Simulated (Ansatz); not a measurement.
## AlN (Fm-3m): the cell at rest

Aim: bring AlN (Fm-3m) to small forces and stress, as phonons need.

Program: Ansatz 0.2.0. Level of theory: DFT LDA, scalar-relativistic, plane waves, PAW; PAW set soft_1. Results are calculated unless marked as measured.

### 1. Set-up

Symmetry: Fm-3m, No. 225, cubic system. Conventional cell: a = 4.069 Å, b = 4.069 Å, c = 4.069 Å, α = 90.00°, β = 90.00°, γ = 90.00°. Al has 6 N at 2.03 Å nearest. N has 6 Al at 2.03 Å nearest. Farther neighbours and most contacts between anions are not listed.

### 2. Probe on a coarse mesh

First a cheap look: the gap decides the mesh and the occupations, the pressure tells how far the cell has to move.

Contents of input.yaml:

```yaml
crystal:
  lattice:
    - [0.0, 2.034518, 2.034518]
    - [2.034518, 0.0, 2.034518]
    - [2.034518, 2.034518, 0.0]
  atoms:
    - { symbol: Al, position: [0.5, 0.5, 0.5] }
    - { symbol: "N", position: [0.0, 0.0, 0.0] }
kpoints:
  mp_grid: { grid: [8, 8, 8] }
hamiltonian:
  xc: lda
  pseudopotentials: { kind: paw, azcp: { folder: soft_1 }, xc_functional: pbe }
scf:
  occupations: { method: gaussian, width: 0.1 }
output:
  forces: true
  stress: true
  eigenvalues: true
```

Started as:

```console
$ ansatz run input.yaml --threads 4 --pin off --max-ram 10240MiB --backend cpu --events-out ev --progress --plain --runs-dir out
```

Numbers of over 12 decimals in the logs are rounded to 6 here.

Log:

```text
Engine: ansatz 0.2.0, aarch64-unknown-linux-gnu
Pseudopotentials: kind: paw
Pseudopotential: Al, paw, valence charge 3, recommended cutoff 420 eV (normal), soft_1/Al.paw.azcp
Pseudopotential: N, paw, valence charge 5, recommended cutoff 420 eV (normal), soft_1/N.paw.azcp
Functional definition: SPW92
  exchange = slater_x
  correlation = pw_c
Crystal: 2 atoms, lattice volume = 16.843 Å³
[...]
--- Band table (eV; the first three rows and the last of 29) ---
  k-point 0: bands = ["-6.5624", "10.6596", "10.6596", "10.6596", "16.1402", "22.5709", "22.5709", "22.5709"]
  k-point 1: bands = ["-6.2460", "9.1830", "10.4789", "10.4789", "16.9880", "21.4497", "22.9730", "22.9730"]
  k-point 2: bands = ["-5.3442", "6.3814", "10.0864", "10.0864", "17.3670", "21.5168", "22.6570", "22.6570"]
  k-point 28: bands = ["-2.1691", "5.0461", "5.0461", "6.7655", "18.4001", "21.1609", "21.1609", "22.5363"]
[key lines of the parts left out:]
SCF converged after 6 iterations
Free energy (F): -889.637091 eV
Fermi energy:    12.804245 eV
P = ⅓ Tr σ = -11.0868 GPa (-110.868 kbar)
```

The job ended after 0.28 s (4 threads of Arm Neoverse V1, shared host; peak memory 0.23 GiB; 0.63 s of CPU time).

Numbers from this step:

| Item | Value |
| --- | --- |
| pressure | -11.09 GPa |
| gap on the k-mesh | 4.289 eV |
| volume per atom | 8.421 Å³ |
| direct gap on mesh | 5.481 eV |

The coarse mesh shows a gap of 4.29 eV and a pressure of -11.1 GPa.

### 3. Rough relaxation

The start is far from rest, so a relaxation with loose tolerances brings it close first.

input.yaml: that of step 2 with these lines changed.

```diff
@@ -19 +19,6 @@
   eigenvalues: true
+relax:
+  adjacent_minimum: "off"
+  f_tol: 0.05
+  max_steps: 80
+  cell: { stress_tol: 0.5 }
```

Log:

```text
[...]
Crystal: 2 atoms, lattice volume = 16.843 Å³
Basis set: ecut = 420 eV, 331 PW (Γ)
Bands: 8, of which v1, the nominal top of the filled ones, is band 4 counted from 1 (3 counted from 0)
Symmetry: 48 space group operations
[...]
k-points: 29 of 512
[...]
--- Relaxed structure (3 steps of the walk, 3 accepted, 1 SCFs on fresh bases) ---
  F+E_penalty+E_count = -889.66293372 eV   max|allowed force component| = 1.085e-30 eV/Å   (the final SCF, on the basis selected at the relaxed cell)
  cell:  # Å, volume = 16.1097 Å³
    - [0, 2.004562, 2.004562]
    - [2.004562, 0, 2.004562]
    - [2.004562, 2.004562, 0]
  atoms:
    - { symbol: Al, position: [0.500000, 0.500000, 0.500000] }
    - { symbol: N, position: [0, 0, 0] }
[key lines of the parts left out:]
SCF converged after 4 iterations
Free energy (F): -889.662934 eV
Fermi energy:    13.653949 eV
P = ⅓ Tr σ = 0.2266 GPa (2.266 kbar)
```

The job ended after 0.86 s (4 threads; peak memory 0.25 GiB; 2.2 s of CPU time).

Relaxation path:

```csv
step,energy less that of the first step (eV),largest force component (eV/Å),pressure (GPa),volume (Å³)
1,0.0000,0.0000,-11.09,16.84
2,-0.0194,0.0000,-5.96,16.50
3,-0.0273,0.0000,0.40,16.11
4*,-0.0258,0.0000,0.23,16.11
```

Relaxation steps marked * repeat the geometry before them on a plane-wave basis chosen anew for their cell, so energy and pressure can jump there.

The run keeps the 48 symmetry operations that it works with, so distortions that break them were not tested.

```csv
"conventional cell, symmetrised",before,after,change
a (Å),4.069,4.009,-1.5 %
b (Å),4.069,4.009,-1.5 %
c (Å),4.069,4.009,-1.5 %
volume (Å³/atom),8.42,8.05,-4.4 %
```

The relaxed structure:

```cif
data_structure
_symmetry_space_group_name_H-M 'P 1'
_symmetry_Int_Tables_number 1
_cell_length_a 2.8349
_cell_length_b 2.8349
_cell_length_c 2.8349
_cell_angle_alpha 60.000
_cell_angle_beta 60.000
_cell_angle_gamma 60.000
_cell_volume 16.11
loop_
_atom_site_label
_atom_site_type_symbol
_atom_site_fract_x
_atom_site_fract_y
_atom_site_fract_z
_atom_site_occupancy
Al1 Al 0.50000 0.50000 0.50000 1
N2 N 0.00000 0.00000 0.00000 1
```

Numbers from this step:

| Quantity | Value |
| --- | --- |
| pressure | 0.2266 GPa |
| gap on the k-mesh | 4.719 eV |
| volume per atom | 8.055 Å³ |
| direct gap on mesh | 6.124 eV |

In this step the volume went from 8.42 to 8.05 Å³/atom.

### 4. Relaxation

Harmonic phonons are second derivatives at a point where the forces vanish, and they are wanted at zero stress, so atoms and cell are relaxed first.

Contents of input.yaml:

```yaml
crystal:
  lattice:
    - [0.0, 2.0045623634, 2.0045623634]
    - [2.0045623634, 0.0, 2.0045623634]
    - [2.0045623634, 2.0045623634, 0.0]
  atoms:
    - { symbol: Al, position: [0.5, 0.5, 0.5] }
    - { symbol: "N", position: [0.0, 0.0, 0.0] }
kpoints:
  mp_grid: { grid: [10, 10, 10] }
hamiltonian:
  xc: lda
  pseudopotentials: { kind: paw, azcp: { folder: soft_1 }, xc_functional: pbe }
scf:
  occupations: { method: gaussian, width: 0.02 }
output:
  forces: true
  stress: true
  eigenvalues: true
  write_density: true
  write_potential: true
  elf: true
  volumetric_format: npy
relax:
  adjacent_minimum: "off"
  f_tol: 0.005
  max_steps: 80
  cell: { stress_tol: 0.05 }
```

Log:

```text
[...]
Crystal: 2 atoms, lattice volume = 16.110 Å³
Basis set: ecut = 420 eV, 331 PW (Γ)
Bands: 8, of which v1, the nominal top of the filled ones, is band 4 counted from 1 (3 counted from 0)
Symmetry: 48 space group operations
[...]
k-points: 47 of 1000
[...]
SCF iter   1: F=—  HF=-890.757416 eV  |F-HF|=—  |Δ(HF+E_count)|=         —  Δρ=1.32e-1  dr2=3.08e0  ethr=3.10e-3  ⟨swp⟩=4.5  Hψ=2587  notcnv=0
[...]
SCF iter   6: F=-889.663267 eV  HF=-889.663267 eV  |F-HF|=3.49e-10  |Δ(HF+E_count)|=   2.39e-7  Δρ=5.45e-6  dr2=1.83e-9  ethr=1.25e-9  ⟨swp⟩=8.1  Hψ=2435  notcnv=0
SCF 1 converged in 6 iterations: F = -889.663267 eV  dr2 = 1.83e-9
[...]
relax step   1: F+E_penalty+E_count = -889.66326680 eV  Δ(F+E_penalty+E_count) = +0.000e0 eV  max|allowed force component| = 5.670e-31 eV/Å  Δτ_max = 0.0000 Å  P = +0.224 GPa  Ω = 16.110 Å³  (6 SCF iters, dr2 threshold 1.00e-7 eV, accepted)
Crystal: 2 atoms, lattice volume = 16.116 Å³
[...]
SCF iter   2: F=-889.663257 eV  HF=-889.663258 eV  |F-HF|=9.68e-8  |Δ(HF+E_count)|=   3.65e-7  Δρ=3.06e-5  dr2=9.93e-8  ethr=1.57e-9  ⟨swp⟩=5.0  Hψ=1809  notcnv=0
SCF 2 converged in 2 iterations: F = -889.663257 eV  dr2 = 9.93e-8
relax step   2: F+E_penalty+E_count = -889.66325743 eV  Δ(F+E_penalty+E_count) = +9.363e-6 eV  max|allowed force component| = 2.136e-31 eV/Å  Δτ_max = 0.0000 Å  P = +0.120 GPa  Ω = 16.116 Å³  energy of the carried Pulay correction = -1.562e-5 eV  (2 SCF iters, dr2 threshold 1.26e-7 eV, accepted)
Crystal: 2 atoms, lattice volume = 16.122 Å³
[...]
SCF iter   3: F=-889.663242 eV  HF=-889.663242 eV  |F-HF|=1.12e-8  |Δ(HF+E_count)|=   4.40e-8  Δρ=9.62e-6  dr2=9.50e-9  ethr=4.48e-10  ⟨swp⟩=6.5  Hψ=1532  notcnv=0
SCF 3 converged in 3 iterations: F = -889.663242 eV  dr2 = 9.50e-9
relax step   3: F+E_penalty+E_count = -889.66324219 eV  Δ(F+E_penalty+E_count) = +1.524e-5 eV  max|allowed force component| = 1.972e-31 eV/Å  Δτ_max = 0.0000 Å  P = +0.005 GPa  Ω = 16.122 Å³  energy of the carried Pulay correction = -3.354e-5 eV  (3 SCF iters, dr2 threshold 3.58e-8 eV, accepted)
[...]
SCF iter   4: F=-889.663242 eV  HF=-889.663242 eV  |F-HF|=1.14e-13  |Δ(HF+E_count)|=  5.19e-10  Δρ=8.61e-8  dr2=3.91e-13  ethr=1.00e-12  ⟨swp⟩=3.9  Hψ=1653  notcnv=0
SCF 4 converged in 4 iterations: F = -889.663242 eV  dr2 = 3.91e-13
relax step   4: F+E_penalty+E_count = -889.66324219 eV  Δ(F+E_penalty+E_count) = -1.093e-9 eV  max|allowed force component| = 3.287e-31 eV/Å  Δτ_max = 0.0000 Å  P = +0.007 GPa  Ω = 16.122 Å³  stress off target by 7.46e-3 GPa  SCF on the basis re-selected at this cell (its energy is not comparable with the rows above)  (4 SCF iters)
basis re-selected at this cell: Δ(F+E_penalty+E_count) = -1.093e-9 eV, ΔP = +0.002 GPa vs the last step (what re-selecting the basis moved, of the pressure what is left beyond the Pulay correction that the steps carried, after the strain that the cell walked since its last selection, with what the two solves' SCF thresholds leave and, on support functions, any second-order correction that the steps lacked; it is no m [...]
SCF converged after 4 iterations
Free energy (F): -889.663242 eV
[...]
Internal energy: -889.663242 eV  (E = F + TS)
E sigma→0 (E₀):  -889.663242 eV
Fermi energy:    13.638497 eV
[...]
--- Stress (GPa, compression-positive) ---
        0.007462      -0.000000      -0.000000
       -0.000000       0.007462       0.000000
       -0.000000      -0.000000       0.007462
  P = ⅓ Tr σ = 0.0075 GPa (0.075 kbar)
--- Band table (eV; the first three rows and the last of 47) ---
[...]
--- Relaxed structure (3 steps of the walk, 3 accepted, 1 SCFs on fresh bases) ---
[...]
cell:  # Å, volume = 16.1223 Å³
    - [0, 2.005084, 2.005084]
    - [2.005084, 0, 2.005084]
    - [2.005084, 2.005084, 0]
  atoms:
    - { symbol: Al, position: [0.5, 0.5, 0.5] }
    - { symbol: N, position: [0, 0, 0] }
```

The job ended after 0.99 s (4 threads; peak memory 0.26 GiB; 2.8 s of CPU time).

Little changed from the start: no atom moved by 0.005 Å and no cell edge by 0.1 %.

Numbers from this step:

| Quantity | Value |
| --- | --- |
| pressure | 0.007462 GPa |
| gap on the k-mesh | 4.711 eV |
| volume per atom | 8.061 Å³ |
| direct gap on mesh | 6.113 eV |

Electrostatic potential energy in the ac plane of the conventional cell at fractional y = 0.000, with atoms of Al and N within 0.2 Å of it. With pseudopotentials it is smooth inside the atoms' cores, unlike the true potential.

Ten even steps from '0' (-42 eV) to '9' (25 eV), each cell a mean:
```
02575689756741
35776566557764
67777655667777
66777777777776
55677755677655
86567521367657
98566300157569
97567410257568
65577643577656
56677776777765
77777766677777
56776555567775
13676578656752
01575699856630
```
Columns run along a (4.0 Å; values clipped at the 3rd and 97th percentile), rows up along c (4.0 Å), edges of the conventional cell, whose origin can differ from the input's. Atoms in or near the plane, at fractional coordinates: Al at (0.50, 0.00), Al at (0.00, 0.50), N at (0.00, 0.00), N at (0.50, 0.50).

ELF in the ac plane of the conventional cell at fractional y = 0.000, with atoms of Al and N within 0.2 Å of it. It is the smooth field of the valence electrons, not physical close to the nuclei.

Values, 14 rows by 14 columns, each cell a mean:
```
0.36 0.63 0.81 0.76 0.49 0.11 0.02 0.04 0.03 0.24 0.65 0.80 0.75 0.48
0.74 0.78 0.76 0.59 0.31 0.14 0.11 0.13 0.12 0.20 0.44 0.67 0.77 0.75
0.82 0.77 0.59 0.34 0.23 0.31 0.49 0.54 0.43 0.28 0.26 0.45 0.67 0.80
0.70 0.57 0.34 0.22 0.34 0.59 0.76 0.80 0.70 0.49 0.27 0.26 0.44 0.65
0.27 0.21 0.19 0.34 0.59 0.76 0.81 0.80 0.79 0.70 0.49 0.28 0.20 0.24
0.04 0.04 0.21 0.57 0.77 0.78 0.63 0.53 0.69 0.79 0.70 0.43 0.12 0.03
0.08 0.04 0.27 0.70 0.82 0.74 0.36 0.15 0.53 0.80 0.80 0.54 0.13 0.04
0.04 0.03 0.24 0.65 0.80 0.75 0.48 0.36 0.63 0.81 0.76 0.49 0.11 0.02
0.13 0.12 0.20 0.44 0.67 0.77 0.75 0.74 0.78 0.76 0.59 0.31 0.14 0.11
0.54 0.43 0.28 0.26 0.45 0.67 0.80 0.82 0.77 0.59 0.34 0.23 0.31 0.49
0.80 0.70 0.49 0.27 0.26 0.44 0.65 0.70 0.57 0.34 0.22 0.34 0.59 0.76
0.80 0.79 0.70 0.49 0.28 0.20 0.24 0.27 0.21 0.19 0.34 0.59 0.76 0.81
0.53 0.69 0.79 0.70 0.43 0.12 0.03 0.04 0.04 0.21 0.57 0.77 0.78 0.63
0.15 0.53 0.80 0.80 0.54 0.13 0.04 0.08 0.04 0.27 0.70 0.82 0.74 0.36
```
Columns run along a (4.0 Å), rows up along c (4.0 Å), edges of the conventional cell, whose origin can differ from the input's. Atoms in or near the plane, at fractional coordinates: Al at (0.50, 0.00), Al at (0.00, 0.50), N at (0.00, 0.00), N at (0.50, 0.50).

Valence density in the ac plane of the conventional cell at fractional y = 0.000, with atoms of Al and N within 0.2 Å of it. It is the smooth field of the valence electrons, not physical close to the nuclei.

Ten even steps from '0' (0.0 e/Å³) to '9' (3.5 e/Å³), each cell a mean:
```
97310000001259
64210000000135
22100000000012
10000111100001
00001234310000
00002478631000
00012699841000
00012599731000
00001356421000
00000122210000
11000011000011
43100000000123
86310000000247
98410000001269
```
Columns run along a (4.0 Å), rows up along c (4.0 Å), edges of the conventional cell, whose origin can differ from the input's. Atoms in or near the plane, at fractional coordinates: Al at (0.50, 0.00), Al at (0.00, 0.50), N at (0.00, 0.00), N at (0.50, 0.50).

In this step the volume went from 8.05 to 8.06 Å³/atom.

### 5. Tight relaxation

Phonons need a cell at rest on their own settings, so the relaxation is repeated with tight tolerances on forces and stress on the k mesh and occupations of the first response run.

Contents of input.yaml:

```yaml
crystal:
  lattice:
    - [0.0, 2.0050836306, 2.0050836306]
    - [2.0050836306, 0.0, 2.0050836306]
    - [2.0050836306, 2.0050836306, 0.0]
  atoms:
    - { symbol: Al, position: [0.5, 0.5, 0.5] }
    - { symbol: "N", position: [0.0, 0.0, 0.0] }
kpoints:
  mp_grid: { grid: [12, 12, 12] }
hamiltonian:
  xc: lda
  pseudopotentials: { kind: paw, azcp: { folder: soft_1 }, xc_functional: pbe }
scf:
  occupations: { method: fixed }
output:
  forces: true
  stress: true
  eigenvalues: true
relax:
  adjacent_minimum: "off"
  f_tol: 0.001
  max_steps: 60
  cell: { stress_tol: 0.01 }
```

Log:

```text
[...]
Crystal: 2 atoms, lattice volume = 16.122 Å³
Basis set: ecut = 420 eV, 331 PW (Γ)
Bands: 8, of which v1, the nominal top of the filled ones, is band 4 counted from 1 (3 counted from 0)
Symmetry: 48 space group operations
[...]
k-points: 72 of 1728
[...]
0.000000       0.000000       0.006348
  P = ⅓ Tr σ = 0.0063 GPa (0.063 kbar)
--- Band table (eV; the first three rows and the last of 72) ---
[...]
--- Relaxed structure (2 steps of the walk, 2 accepted, 1 SCFs on fresh bases) ---
[...]
cell:  # Å, volume = 16.1226 Å³
    - [0, 2.005096, 2.005096]
    - [2.005096, 0, 2.005096]
    - [2.005096, 2.005096, 0]
  atoms:
    - { symbol: Al, position: [0.5, 0.5, 0.5] }
    - { symbol: N, position: [0, 0, 0] }
[key lines of the parts left out:]
SCF converged after 4 iterations
Free energy (F): -889.663327 eV
Fermi energy:    11.282475 eV
```

The job ended after 0.89 s (4 threads; peak memory 0.26 GiB; 2.6 s of CPU time).

Little changed from the start: no atom moved by 0.005 Å and no cell edge by 0.1 %.

Numbers from this step:

```yaml
pressure: 0.006348 GPa
```

The forces vanish by symmetry and the pressure is 0.006 GPa, within the tolerances set. The cell now holds 8.06 Å³/atom.

### 6. Outcome

```yaml
space_group_after_relaxation_within_0p01_a: Fm-3m
lattice_constant_a: 4.010 Å
lattice_constant_b: 4.010 Å
lattice_constant_c: 4.010 Å
volume_per_atom: 8.06 Å³
gap_on_the_k_mesh: 4.71 eV
```

The forces vanish by symmetry and the pressure is 0.006 GPa, within the tolerances set. The cell now holds 8.06 Å³/atom. The relaxation keeps the symmetry of its start, so it says nothing on stability against lower symmetry. The PAW files were made for PBE and serve the other functionals too.

[Logs are printed without paths, hosts, clocks, repeated set-up lines and the standing remarks that a program may print on its own settings, such as how far it seeks lower states.]

[Hosts, paths, dates, database ids (printed as entryN), source tags and the programs' standing remarks are cut or masked in the printed files.]
